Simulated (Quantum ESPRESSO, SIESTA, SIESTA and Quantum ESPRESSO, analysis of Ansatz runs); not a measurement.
## Levels of V_C in SiC (F-43m), rung by rung (SIESTA and Quantum ESPRESSO)

Question: at which Fermi levels does V_C in SiC (F-43m) change its charge, and how much of the answer depends on the basis, the mesh and the program? The model is a cell of 54 host atoms with 1 C taken out.

Method: SIESTA numerical-orbital DFT, PBEsol, DZP basis, PseudoDojo 0.4.1 potentials converted to PSML; charged supercells in a uniform background, point-charge correction with alignment at far sites, in SIESTA and Quantum ESPRESSO.

## Step 1: Set-up

The cell holds 53 atoms: 27 Si and 26 C. Its edges and angles: a = 9.283 Å, b = 9.283 Å, c = 9.283 Å, α = 60.0°, β = 60.0°, γ = 60.0°. It derives from SiC (space group F-43m). Nearest the centre at fractional (0.417, 0.417, 0.417): Si27 at 1.89 Å, Si28 at 1.89 Å, Si32 at 1.89 Å, Si44 at 1.89 Å, C12 at 3.09 Å, C16 at 3.09 Å, C39 at 3.09 Å, C24 at 3.09 Å.

Coordinates:

```
CELL_PARAMETERS angstrom
0.00000 6.56441 6.56441
6.56441 0.00000 6.56441
6.56441 6.56441 0.00000
ATOMIC_POSITIONS crystal
Si 0.00000 0.00000 0.00000
C 0.08333 0.08333 0.08333
Si 0.00000 0.00000 0.33333
C 0.08333 0.08333 0.41667
Si 0.00000 0.00000 0.66667
C 0.08333 0.08333 0.75000
Si 0.00000 0.33333 0.00000
C 0.08333 0.41667 0.08333
Si 0.00000 0.33333 0.33333
C 0.08333 0.41667 0.41667
Si 0.00000 0.33333 0.66667
C 0.08333 0.41667 0.75000
Si 0.00000 0.66667 0.00000
C 0.08333 0.75000 0.08333
Si 0.00000 0.66667 0.33333
C 0.08333 0.75000 0.41667
Si 0.00000 0.66667 0.66667
C 0.08333 0.75000 0.75000
Si 0.33333 0.00000 0.00000
C 0.41667 0.08333 0.08333
Si 0.33333 0.00000 0.33333
C 0.41667 0.08333 0.41667
Si 0.33333 0.00000 0.66667
C 0.41667 0.08333 0.75000
Si 0.33333 0.33333 0.00000
C 0.41667 0.41667 0.08333
Si 0.33333 0.33333 0.33333
Si 0.33333 0.33333 0.66667
C 0.41667 0.41667 0.75000
Si 0.33333 0.66667 0.00000
C 0.41667 0.75000 0.08333
Si 0.33333 0.66667 0.33333
C 0.41667 0.75000 0.41667
Si 0.33333 0.66667 0.66667
C 0.41667 0.75000 0.75000
Si 0.66667 0.00000 0.00000
C 0.75000 0.08333 0.08333
Si 0.66667 0.00000 0.33333
C 0.75000 0.08333 0.41667
Si 0.66667 0.00000 0.66667
C 0.75000 0.08333 0.75000
Si 0.66667 0.33333 0.00000
C 0.75000 0.41667 0.08333
Si 0.66667 0.33333 0.33333
C 0.75000 0.41667 0.41667
Si 0.66667 0.33333 0.66667
C 0.75000 0.41667 0.75000
Si 0.66667 0.66667 0.00000
C 0.75000 0.75000 0.08333
Si 0.66667 0.66667 0.33333
C 0.75000 0.75000 0.41667
Si 0.66667 0.66667 0.66667
C 0.75000 0.75000 0.75000
```

The host's dielectric constants go in as inputs: 7.10 for the electrons alone, 10.43 with the ions, from a response run on this crystal (DFPT, PBEsol, Quantum ESPRESSO) at that run's own cell.

The cell's shortest repeat is 9.3 Å.

The primitive cell was relaxed at this level beforehand, to 20.95 Å³.

The defect-free supercell was relaxed beforehand, from displaced atoms: they ended at most 0.01 Å from the sites they started about, so the symmetric structure holds.

## Step 2: Band edges

Levels are counted from the valence top, which comes from the unit cell, dense mesh; the energy of the host comes from the defect-free supercell at the defects' own k-points, so that the host's part of the sampling error cancels.

Input file host.fdf:

```
SystemName                      SiC
SystemLabel                     host
NumberOfSpecies                 2
NumberOfAtoms                   2
%block ChemicalSpeciesLabel
  1   14 Si
  2    6 C
%endblock ChemicalSpeciesLabel
LatticeConstant                 1.0 Ang
%block LatticeVectors
     0.000001000     2.188136000     2.188136000
     2.188136000     0.000001000     2.188136000
     2.188136000     2.188136000     0.000001000
%endblock LatticeVectors
AtomicCoordinatesFormat         Fractional
%block AtomicCoordinatesAndAtomicSpecies
     0.000003199     0.000003199     0.000003199  1
     0.249996972     0.249996972     0.249996972  2
%endblock AtomicCoordinatesAndAtomicSpecies
%block kgrid.MonkhorstPack
   12   0   0  0.00
    0  12   0  0.00
    0   0  12  0.00
%endblock kgrid.MonkhorstPack
XC.Functional                   GGA
XC.Authors                      PBEsol
PAO.BasisSize                   DZP
PAO.EnergyShift                 0.005 Ry
Mesh.Cutoff                     300 Ry
OccupationFunction              FD
ElectronicTemperature           0.01 eV
MaxSCFIterations                150
SCF.MustConverge                true
SCF.Mixer.Method                Pulay
SCF.Mixer.Weight                0.2
SCF.Mixer.History               10
SCF.DM.Tolerance                1.0e-4
SCF.H.Tolerance                 1.0e-3 eV
WriteForces                     true
Charge.Mulliken                 end
```

Run with:

```
$ OMP_NUM_THREADS=1 siesta host.fdf > host.out
```

Log:

```text
Version         : 5.4.2

                           ***********************
                           *  WELCOME TO SIESTA  *
                           ***********************

[...]
reinit: Reading from file host.fdf

reinit: -----------------------------------------------------------------------
reinit: System Name: SiC
reinit: -----------------------------------------------------------------------
reinit: System Label: host
reinit: -----------------------------------------------------------------------

initatom: Reading input for the pseudopotentials and atomic orbitals ----------
Species number:   1 Atomic number:   14 Label: Si
Species number:   2 Atomic number:    6 Label: C

[... pseudopotential checks and orbital generation ...]

prinput: Basis input

PAO.BasisType split

%block ChemicalSpeciesLabel
    1   14 Si                      # Species index, atomic number, species label
    2    6 C                       # Species index, atomic number, species label
%endblock ChemicalSpeciesLabel

%block PAO.Basis                 # Define Basis set
# WARNING: This information might be incomplete!
[...]
(Free)E + p*V (eV/cell)     -278.7432
Target enthalpy (eV/cell)     -278.7457
[...]
siesta: Final energy (eV):
siesta:  Band Struct. =    -101.151306
siesta:       Kinetic =     156.951378
siesta:       Hartree =      31.268314
siesta:         Exch. =     -90.540145
siesta:         Corr. =     -11.300426
siesta:   Exch.-corr. =    -101.840571
siesta:  Ion-electron =    -210.155603
siesta:       Ion-ion =    -154.969201
siesta:         Total =    -278.745682
siesta:         Fermi =      -6.333765
[...]
siesta: Stress tensor (static) (eV/Ang**3):
siesta:    -0.000116   -0.000014   -0.000014
siesta:    -0.000014   -0.000116   -0.000014
siesta:    -0.000014   -0.000014   -0.000116
[...]
siesta: Cell volume =         20.953310 Ang**3
[...]
siesta: Pressure (static):
siesta:                Solid            Molecule  Units
siesta:           0.00000127          0.00000094  Ry/Bohr**3
siesta:           0.00011615          0.00008588  eV/Ang**3
siesta:           0.18609308          0.13758814  kBar
[...]
mulliken: Qtot =        8.000

Mulliken Atomic Populations:
Atom #   charge [q] valence [e]  Species
     1    -0.114310    4.114310  Si
     2     0.114310    3.885690  C
 Total     0.000000

Job completed
```

Elapsed: 26 s, on 1 MPI rank of Arm Neoverse V1, shared host; peak memory 0.2 GiB.

The gap at this level is 1.23 eV.

Test of the sampling: at one point at (¼, ¼, ¼) the host's energy lies 128 meV an atom above its value on the primitive cell's dense mesh, too far, so all defect runs take a 2×2×2 mesh.

[end of part 1 of 6]

[Logs are printed without paths, hosts, clocks, repeated set-up lines and the standing remarks that a program may print on its own settings, such as how far it seeks lower states.]

[Hosts, paths, dates, database ids (printed as entryN), source tags and the programs' standing remarks are cut or masked in the printed files.]

[For some hosts the program warned that the k-mesh of the response run may be too coarse for force constants and the static dielectric constant; such warnings are not shown here.]

[Charge tables in the logs are Mulliken or Hirshfeld populations, whose sizes and signs can differ; where basis functions stand at a vacancy, SIESTA counts their charge against the missing atom's valence.]

[In relaxation paths of CP2K, step 0 can be the structure after the first move, since the trajectory file begins there, and the last row can be the final structure solved once more.]
